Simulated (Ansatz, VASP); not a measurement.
# C (C(110)) in two plane-wave programs

Wanted: the spread between two codes on one cell, functional and k mesh. The structure shown is the end of the VASP relaxation below.

Main program and level: Ansatz 0.2.0; plane waves, with VASP 6.6.1 beside it; single point at PBE and band structure at PBE.

## 1. The structure

The cell holds 18 atoms: 18 C. Cell: a = 2.527 Å, b = 3.573 Å, c = 26.107 Å, α = 90.0°, β = 90.0°, γ = 90.0°. It derives from C. As first built, before any earlier steps moved the atoms: 9 layers, cut at this functional's lattice. Vacuum lies along c.

## 2. VASP: relaxation, PBE

This run makes the geometry at which the two programs are then compared.

Lines of VASP's logs that name or quote its potential files are left out, and so is its time.

INCAR

```
SYSTEM = C
PREC = Normal
ENCUT = 440
EDIFF = 1E-05
NELM = 120
ISMEAR = 0
SIGMA = 0.03
LREAL = Auto
ALGO = Fast
GGA = PE
NBANDS = 54
LORBIT = 11
LWAVE = .FALSE.
LCHARG = .FALSE.
KPAR = 4
IBRION = 2
NSW = 60
ISIF = 2
EDIFFG = -0.03
POTIM = 0.4
MAXMIX = 40
IDIPOL = 3
LDIPOL = .TRUE.
DIPOL = 0.5 0.5 0.5
```

POSCAR

```
C
1.0
    2.5267879902      0.0000000000      0.0000000000
    0.0000000000      3.5734178450      0.0000000000
    0.0000000000      0.0000000000     26.1071519609
C
18
Direct
    0.7500000000      0.3750000000      0.6935705600
    0.2500000000      0.6250000000      0.6935705600
    0.2500000000      0.8750000000      0.6451779200
    0.7500000000      0.1250000000      0.6451779200
    0.7500000000      0.3750000000      0.5967852800
    0.2500000000      0.6250000000      0.5967852800
    0.2500000000      0.8750000000      0.5483926400
    0.7500000000      0.1250000000      0.5483926400
    0.7500000000      0.3750000000      0.5000000000
    0.2500000000      0.6250000000      0.5000000000
    0.2500000000      0.8750000000      0.4516073600
    0.7500000000      0.1250000000      0.4516073600
    0.7500000000      0.3750000000      0.4032147200
    0.2500000000      0.6250000000      0.4032147200
    0.2500000000      0.8750000000      0.3548220800
    0.7500000000      0.1250000000      0.3548220800
    0.7500000000      0.3750000000      0.3064294400
    0.2500000000      0.6250000000      0.3064294400
```

KPOINTS

```
Automatic mesh
0
Gamma
9 7 1
0 0 0
```

PAW data sets: C (PBE family, release 64).

Launch:

```bash
$ mpirun -np 4 vasp_std
```

Numbers of over 12 decimals in the logs are rounded to 6 here.

Output:

```text
[banner, memory and clock lines left out]
running    4 mpi-ranks, on    1 nodes
 distrk:  each k-point on    1 cores,    4 groups
 distr:  one band on    1 cores,    1 groups

 POSCAR found type information on POSCAR C
 POSCAR found :  1 types and      18 ions
 LDA part: xc-table for (Slater+PW92), standard interpolation
 POSCAR, INCAR and KPOINTS ok, starting setup
 FFT: planning ... GRIDC
 FFT: planning ... GRID_SOFT
 FFT: planning ... GRID
 WAVECAR not read
 entering main loop
       N       E                     dE             d eps       ncg     rms          rms(c)
DAV:   1     0.384960991170E+03    0.38496E+03   -0.31734E+04  2200   0.104E+03
DAV:   2    -0.121455113367E+03   -0.50642E+03   -0.48362E+03  2862   0.267E+02
DAV:   3    -0.160364482280E+03   -0.38909E+02   -0.38327E+02  2656   0.729E+01
DAV:   4    -0.161454108239E+03   -0.10896E+01   -0.10857E+01  3176   0.131E+01
DAV:   5    -0.161483974318E+03   -0.29866E-01   -0.29836E-01  3088   0.201E+00    0.160E+01
RMM:   6    -0.157393284426E+03    0.40907E+01   -0.27666E+00  2160   0.608E+00    0.944E+00
RMM:   7    -0.156110169657E+03    0.12831E+01   -0.48108E+00  2173   0.829E+00    0.198E+00
RMM:   8    -0.156114593579E+03   -0.44239E-02   -0.32586E-01  2202   0.252E+00    0.344E-01
RMM:   9    -0.156117023982E+03   -0.24304E-02   -0.60504E-02  2294   0.940E-01    0.240E-01
RMM:  10    -0.156117352213E+03   -0.32823E-03   -0.88835E-03  2223   0.388E-01    0.610E-02
RMM:  11    -0.156118181897E+03   -0.82968E-03   -0.32996E-03  2650   0.196E-01    0.299E-02
RMM:  12    -0.156118574111E+03   -0.39221E-03   -0.27486E-04  2295   0.674E-02    0.122E-02
RMM:  13    -0.156118789639E+03   -0.21553E-03   -0.85443E-05  1814   0.322E-02    0.132E-02
RMM:  14    -0.156118961495E+03   -0.17186E-03   -0.54562E-05  1565   0.174E-02    0.750E-03
RMM:  15    -0.156118996584E+03   -0.35089E-04   -0.33134E-05  1534   0.116E-02    0.360E-03
RMM:  16    -0.156119029737E+03   -0.33153E-04   -0.89243E-06  1493   0.806E-03    0.300E-03
RMM:  17    -0.156119073953E+03   -0.44216E-04   -0.27323E-06  1313   0.509E-03    0.139E-03
RMM:  18    -0.156119112665E+03   -0.38712E-04   -0.33890E-06  1072   0.403E-03    0.151E-03
RMM:  19    -0.156119128468E+03   -0.15803E-04   -0.20114E-06   994   0.350E-03    0.559E-04
RMM:  20    -0.156119129304E+03   -0.83536E-06   -0.33361E-07   810   0.265E-03
   1 F= -.15611913E+03 E0= -.15611913E+03  d E =-.156119E+03
[... from here on, the cycles between the ionic steps are left out ...]
   2 F= -.15684359E+03 E0= -.15684208E+03  d E =-.724456E+00
   8 F= -.15786822E+03 E0= -.15786822E+03  d E =-.199045E-01
   9 F= -.15786885E+03 E0= -.15786885E+03  d E =-.205309E-01
  10 F= -.15787325E+03 E0= -.15787324E+03  d E =-.439672E-02
  11 F= -.15787567E+03 E0= -.15787567E+03  d E =-.682222E-02
  12 F= -.15788238E+03 E0= -.15788238E+03  d E =-.671335E-02
  13 F= -.15789163E+03 E0= -.15789163E+03  d E =-.159617E-01
  14 F= -.15789550E+03 E0= -.15789550E+03  d E =-.386789E-02
  15 F= -.15789749E+03 E0= -.15789749E+03  d E =-.585861E-02
  16 F= -.15789856E+03 E0= -.15789856E+03  d E =-.107106E-02
  17 F= -.15789916E+03 E0= -.15789916E+03  d E =-.166941E-02
 curvature:  -0.93 expect dE=-0.161E-02 dE for cont linesearch -0.227E-05
 trial: gam= 0.31087 g(F)=  0.174E-02 g(S)=  0.000E+00 ort =-0.178E-03 (trialstep = 0.358E+00)
 search vector abs. value=  0.289E-02
 bond charge predicted
       N       E                     dE             d eps       ncg     rms          rms(c)
DAV:   1    -0.157899518748E+03   -0.36292E-03   -0.29907E-02  2360   0.790E-01    0.326E-02
RMM:   2    -0.157899445237E+03    0.73511E-04   -0.47229E-04  2197   0.991E-02    0.146E-02
RMM:   3    -0.157899469719E+03   -0.24482E-04   -0.85266E-05  2126   0.391E-02    0.133E-02
RMM:   4    -0.157899561878E+03   -0.92160E-04   -0.22264E-05  1543   0.184E-02    0.120E-02
RMM:   5    -0.157899560813E+03    0.10651E-05   -0.49499E-06  1425   0.869E-03
  18 F= -.15789956E+03 E0= -.15789956E+03  d E =-.399801E-03
 trial-energy change:   -0.000400  1 .order   -0.000393   -0.000603   -0.000182
 step:   0.5121(harm=  0.5121)  dis= 0.00159  next Energy=  -157.899593 (dE=-0.432E-03)
 reached required accuracy - stopping structural energy minimisation
```

Parts of OUTCAR (step 2):

```text
ion  position               nearest neighbor table
   1  0.750  0.375  0.694-   2 1.55   2 1.55   4 1.55
   2  0.250  0.625  0.694-   1 1.55   1 1.55   3 1.55
   3  0.250  0.875  0.645-   4 1.55   4 1.55   2 1.55   6 1.55
   4  0.750  0.125  0.645-   3 1.55   3 1.55   1 1.55   5 1.55
   5  0.750  0.375  0.597-   6 1.55   6 1.55   8 1.55   4 1.55
   6  0.250  0.625  0.597-   5 1.55   5 1.55   7 1.55   3 1.55
   7  0.250  0.875  0.548-   8 1.55   8 1.55   6 1.55  10 1.55
   8  0.750  0.125  0.548-   7 1.55   7 1.55   5 1.55   9 1.55
   9  0.750  0.375  0.500-  10 1.55  10 1.55  12 1.55   8 1.55
  10  0.250  0.625  0.500-   9 1.55   9 1.55  11 1.55   7 1.55
  11  0.250  0.875  0.452-  12 1.55  12 1.55  14 1.55  10 1.55
  12  0.750  0.125  0.452-  11 1.55  11 1.55  13 1.55   9 1.55
  13  0.750  0.375  0.403-  14 1.55  14 1.55  12 1.55  16 1.55
  14  0.250  0.625  0.403-  13 1.55  13 1.55  11 1.55  15 1.55
  15  0.250  0.875  0.355-  16 1.55  16 1.55  18 1.55  14 1.55
  16  0.750  0.125  0.355-  15 1.55  15 1.55  17 1.55  13 1.55
  17  0.750  0.375  0.306-  18 1.55  18 1.55  16 1.55
  18  0.250  0.625  0.306-  17 1.55  17 1.55  15 1.55

  LATTYP: Found a simple orthorhombic cell.
 ALAT       =     2.5267879902
 B/A-ratio  =     1.4142135624
 C/A-ratio  =    10.3321497736

 Subroutine GETGRP returns: Found  8 space group operations
 (whereof  4 operations were pure point group operations)

The static configuration has the point symmetry C_2h.
 The point group associated with its full space group is D_2h.

 Found     20 irreducible k-points:

   k-points           NKPTS =     20   k-points in BZ     NKDIM =     20   number of bands    NBANDS=     54

   dimension x,y,z NGX =    14 NGY =   18 NGZ =  140
   dimension x,y,z NGXF=    28 NGYF=   36 NGZF=  280

   ENCUT  =  440.0 eV  32.34 Ry    5.69 a.u.   4.32  6.11 44.65*2*pi/ulx,y,z

   NELECT =      72.0000    total number of electrons

 k-points in reciprocal lattice and weights: Automatic mesh
   0.00000000  0.00000000  0.00000000       0.016
   0.11111111  0.00000000  0.00000000       0.032
   0.22222222  0.00000000  0.00000000       0.032
   0.33333333  0.00000000  0.00000000       0.032
   0.44444444  0.00000000  0.00000000       0.032
   0.00000000  0.14285714  0.00000000       0.032
   0.11111111  0.14285714  0.00000000       0.063
   0.22222222  0.14285714  0.00000000       0.063
   0.33333333  0.14285714  0.00000000       0.063
[...]
0.33333333  0.42857143  0.00000000       0.063
   0.44444444  0.42857143  0.00000000       0.063

 dipolmoment           0.000000      0.000000      0.000000 electrons x Angstroem

 average (electrostatic) potential at core
       1 -53.6813       2 -53.6813       3 -54.3367       4 -54.3367       5 -54.4714
       6 -54.4714       7 -54.5942       8 -54.5942       9 -54.5768      10 -54.5768
      11 -54.5942      12 -54.5942      13 -54.4714      14 -54.4714      15 -54.3367
      16 -54.3367      17 -53.6813      18 -53.6813

 E-fermi :   1.4770

 k-point     1 :       0.0000    0.0000    0.0000
  band No.  band energies     occupation
    ...
     32      -0.6993      2.00000
     33      -0.2228      2.00000
     34       0.3177      2.00000
     35       0.9079      2.00000
     36       1.3072      2.00000
     37       3.9339      0.00000
     38       4.3803      0.00000
     39       5.4945      0.00000
     40       5.9999      0.00000
     41       6.0613      0.00000
    ...

 k-point     2 :       0.1111    0.0000    0.0000
  band No.  band energies     occupation
    ...
     32      -1.2255      2.00000
     33      -0.7756      2.00000
     34      -0.7267      2.00000
     35       0.5400      2.00000
     36       0.6564      2.00000
     37       4.1281      0.00000
     38       4.4721      0.00000
     39       6.1690      0.00000
     40       6.1949      0.00000
     41       6.4270      0.00000
    ...

 k-point     3 :       0.2222    0.0000    0.0000
  band No.  band energies     occupation
    ...
     32      -2.8104      2.00000
     33      -2.4839      2.00000
     34      -1.0407      2.00000
     35      -0.3284      2.00000
     36      -0.2510      2.00000
     37       3.9370      0.00000
     38       4.1547      0.00000
     39       5.4364      0.00000
     40       5.7857      0.00000
     41       6.4512      0.00000
    ...

  Total       -4.9613143     16.0703597     -0.9155994      0.0000000      0.0000000      0.0000000
  in kB      -33.7205943    109.2255090     -6.2230600      0.0000000      0.0000000      0.0000000
  external PRESSURE =      23.0939516 kB  Pullay stress =       0.0000000 kB

  energy-cutoff  :      440.00
  volume of cell :      235.73
      direct lattice vectors                 reciprocal lattice vectors
     2.526787990  0.000000000  0.000000000     0.395759361  0.000000000  0.000000000
     0.000000000  3.573417845  0.000000000     0.000000000  0.279844128  0.000000000
     0.000000000  0.000000000 26.107151961     0.000000000  0.000000000  0.038303680

 POSITION                                       TOTAL-FORCE (eV/Angst)
 -----------------------------------------------------------------------------------
      1.89509      1.44700     17.93490        -0.000000     -0.000261      0.020724
      0.63170      2.12641     17.93490         0.000000      0.000261      0.020724
      0.63170      3.16192     16.87642         0.000000      0.017484     -0.013970
      1.89509      0.41150     16.87642         0.000000     -0.017484     -0.013970
      1.89509      1.34322     15.57938         0.000000     -0.001968     -0.022693
      0.63170      2.23020     15.57938        -0.000000      0.001968     -0.022693
      0.63170      3.12792     14.31931         0.000000      0.014675      0.008366
      1.89509      0.44549     14.31931        -0.000000     -0.014675      0.008366
      1.89509      1.34086     13.05358         0.000000     -0.003120     -0.000000
      0.63170      2.23256     13.05358         0.000000      0.003120     -0.000000
      0.63170      3.12792     11.78784        -0.000000      0.014675     -0.008366
      1.89509      0.44549     11.78784        -0.000000     -0.014675     -0.008366
      1.89509      1.34322     10.52777         0.000000     -0.001968      0.022693
      0.63170      2.23020     10.52777        -0.000000      0.001968      0.022693
      0.63170      3.16192      9.23073        -0.000000      0.017484      0.013970
      1.89509      0.41150      9.23073         0.000000     -0.017484      0.013970
      1.89509      1.44700      8.17225         0.000000     -0.000261     -0.020724
      0.63170      2.12641      8.17225         0.000000      0.000261     -0.020724
 -----------------------------------------------------------------------------------
    total drift:                                0.000000      0.000000      0.000000

  FREE ENERGIE OF THE ION-ELECTRON SYSTEM (eV)
  ---------------------------------------------------
  free  energy   TOTEN  =      -157.8995608131 eV

  energy  without entropy=     -157.8995585490  energy(sigma->0) =     -157.89955968

 reached required accuracy - stopping structural energy minimisation

 vacuum level on the upper side and lower side of the slab         6.544         6.544

 total charge
# of ion       s       p       d       tot
------------------------------------------
    1        0.856   1.754   0.000   2.611
    2        0.856   1.754   0.000   2.611
    3        0.842   1.760   0.000   2.602
    4        0.842   1.760   0.000   2.602
    5        0.833   1.723   0.000   2.557
    6        0.833   1.723   0.000   2.557
    7        0.831   1.738   0.000   2.569
    8        0.831   1.738   0.000   2.569
    9        0.831   1.740   0.000   2.571
   10        0.831   1.740   0.000   2.571
   11        0.831   1.738   0.000   2.569
   12        0.831   1.738   0.000   2.569
   13        0.833   1.723   0.000   2.557
   14        0.833   1.723   0.000   2.557
   15        0.842   1.760   0.000   2.602
   16        0.842   1.760   0.000   2.602
   17        0.856   1.754   0.000   2.611
   18        0.856   1.754   0.000   2.611
--------------------------------------------------
tot         15.113  31.385   0.000  46.498

[... 3 further parts left out ...]
```

(Part 1 of 2 ends here.)

[Lines on the potential files, build, host, timing and source positions are cut from VASP's logs without a mark.]

[Logs are printed without paths, hosts, clocks, repeated set-up lines and the standing remarks that a program may print on its own settings, such as how far it seeks lower states.]

[Hosts, paths, dates, database ids (printed as entryN), source tags and the programs' standing remarks are cut or masked in the printed files.]
